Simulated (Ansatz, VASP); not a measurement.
# Ni3Ge: VASP beside Ansatz

```
Ni Ge
1.0
     3.53033    0.00000    0.00000
     0.00000    3.53033    0.00000
     0.00000    0.00000    3.53033
Ni Ge
3 1
Cartesian
  1.7652 0.0000 1.7652
  0.0000 1.7652 1.7652
  1.7652 1.7652 0.0000
  0.0000 0.0000 0.0000
```

Alike in both runs: task single point; functional PBEsol; k mesh 8 × 8 × 8; occupations gaussian, width 0.1 eV; no spin polarisation.

```csv
,VASP,Ansatz
version,VASP 6.6.1,Ansatz 0.2.0
potentials or method,"VASP PAW PBE potentials, release 64 (Ni, Ge_d)","scalar-relativistic, plane waves, PAW"
plane-wave cutoff (eV),520,420
valence electrons in the cell,44,68
```

```csv
,VASP,Ansatz,Ansatz less VASP
gap on the k mesh at the Fermi level (eV),none,none,-
pressure (GPa),-0.7,-1.0,-0.23
```

A gap of «none» marks a metal or a gap that the smearing closes. The two sets of potentials don't hold the same shells in valence.

Caveats: the PAW data sets were made with another functional, which shifts forces and pressure a little (VASP). Spin polarisation is off, so any magnetic state and its effect on volume and gap are missing.
